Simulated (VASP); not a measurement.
Wanted: the native input for a VASP 6.6.1 run.

| Item | Value |
| --- | --- |
| Task | band structure |
| Functional | AM05 |
| Potentials or basis | VASP PAW PBE potentials, release 64 (Zn) |
| Cutoff | 520 eV |
| k mesh | 7 × 7 × 7 |
| Occupations | fermi-dirac, width 0.05 eV |
| Spin | no spin polarisation |
| Further INCAR settings | ALGO = Fast; EDIFF = 1e-06 |

Crystal: Zn.

```
Zn
1.0
     3.77113    0.00000    0.00000
     0.00000    3.77113    0.00000
     0.00000    0.00000    3.77113
Zn
3
Cartesian
  0.0000 1.8856 1.8856
  1.8856 0.0000 1.8856
  1.8856 1.8856 0.0000
```

The cell was built by a generator and needn't be a form met in nature.

One way to write it, as run:

POSCAR

```
Zn
1.0
    3.7711300000      0.0000000000      0.0000000000
    0.0000000000      3.7711300000      0.0000000000
    0.0000000000      0.0000000000      3.7711300000
Zn
3
Direct
    0.0000000000      0.5000000000      0.5000000000
    0.5000000000      0.0000000000      0.5000000000
    0.5000000000      0.5000000000      0.0000000000
```

INCAR.step1

```
SYSTEM = Zn
PREC = Accurate
ENCUT = 520
EDIFF = 1E-6
ISMEAR = -1
SIGMA = 0.05
LREAL = .FALSE.
LASPH = .TRUE.
NELM = 80
ALGO = Fast
ISIF = 2
LWAVE = .FALSE.
LCHARG = .TRUE.
GGA = AM
```

KPOINTS.step1

```
regular mesh
0
G
  7 7 7
  0 0 0
```

INCAR.step2

```
SYSTEM = Zn
PREC = Accurate
ENCUT = 520
EDIFF = 1E-6
ISMEAR = 0
SIGMA = 0.05
LREAL = .FALSE.
LASPH = .TRUE.
NELM = 80
ALGO = Fast
ISIF = 2
LWAVE = .FALSE.
LCHARG = .FALSE.
GGA = AM
ICHARG = 11
```

KPOINTS.step2

```
path GXMGRX,MR
10
line-mode
reciprocal
 0.0000000000  0.0000000000  0.0000000000  G
 0.0000000000  0.5000000000  0.0000000000  X

 0.0000000000  0.5000000000  0.0000000000  X
 0.5000000000  0.5000000000  0.0000000000  M

 0.5000000000  0.5000000000  0.0000000000  M
 0.0000000000  0.0000000000  0.0000000000  G

 0.0000000000  0.0000000000  0.0000000000  G
 0.5000000000  0.5000000000  0.5000000000  R

 0.5000000000  0.5000000000  0.5000000000  R
 0.0000000000  0.5000000000  0.0000000000  X

 0.5000000000  0.5000000000  0.0000000000  M
 0.5000000000  0.5000000000  0.5000000000  R
```

Potentials or basis: VASP PAW PBE potentials, release 64 (Zn).

Run with:

```bash
$ cat potpaw_PBE.64/Zn/POTCAR > POTCAR
$ cp INCAR.step1 INCAR
$ cp KPOINTS.step1 KPOINTS
$ mpirun -np 1 vasp_std > vasp.out
$ cp INCAR.step2 INCAR
$ cp KPOINTS.step2 KPOINTS
$ mpirun -np 1 vasp_std > vasp.out
```

It gave:

The band gap along the path is none (metal or under the smearing width).

Caveat: the log is that of the step along the path at fixed density, whose energy, stress, charges and moments have no meaning.

Wall time 63 s on 1 thread of AMD EPYC 7R43 64-Core Processor (Zen 3), on a shared host, peak memory 0.14 GiB.
